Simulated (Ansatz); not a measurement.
# SrO: the cost of one run

Program: Ansatz 0.2.0. Level of theory: DFT PBEsol, scalar-relativistic, plane waves, PAW. These are calculated values, not measurements.

The COD entry's cell or inner coordinates are ideal or old and differ from later refinements, so a difference from it is no clean test against experiment.

2 further runs of the same task are left out: 2 set aside as unsound or not needed.

## 1. The system as given

The structure is cubic, space group Fm-3m (No. 225). Conventional cell: a = 5.122 Å, b = 5.122 Å, c = 5.122 Å, α = 90.00°, β = 90.00°, γ = 90.00°. Sr (site symmetry m-3m) has 6 O at 2.56 Å as nearest neighbours. O (site symmetry m-3m) is surrounded by 6 Sr at 2.56 Å.

Coordinates:

```
CELL_PARAMETERS angstrom
0.00000 2.56119 2.56119
2.56119 0.00000 2.56119
2.56119 2.56119 0.00000
ATOMIC_POSITIONS crystal
Sr 0.50000 0.50000 0.50000
O 0.00000 0.00000 0.00000
```

This cell was relaxed beforehand with the same method: volume 16.80 Å³/atom, gap on the mesh 3.20 eV.

## 2. Phonons at Γ, at rest

Input file input.yaml:

```yaml
crystal:
  lattice:
    - [0.0, 2.5611946855, 2.5611946855]
    - [2.5611946855, 0.0, 2.5611946855]
    - [2.5611946855, 2.5611946855, 0.0]
  atoms:
    - { symbol: Sr, position: [0.5, 0.5, 0.5] }
    - { symbol: O, position: [0.0, 0.0, 0.0] }
basis:
  ecutwfc: 420
kpoints:
  mp_grid: { grid: [8, 8, 8] }
hamiltonian:
  xc: pbesol
scf:
  occupations: { method: fixed }
output:
  eigenvalues: true
phonons:
  method: dfpt
  dielectric: true
  rigid_motions: translations
  eigenvectors: true
```

Launch:

```
$ ansatz run input.yaml --threads 1 --pin off --max-ram 2560MiB --backend cpu --events-out ev --progress --plain --runs-dir out
```

Q: Estimate wall time and peak memory on 1 thread of Intel Xeon Platinum 8488C (Sapphire Rapids), shared host.

About 17 s, with a peak of 0.43 GiB.
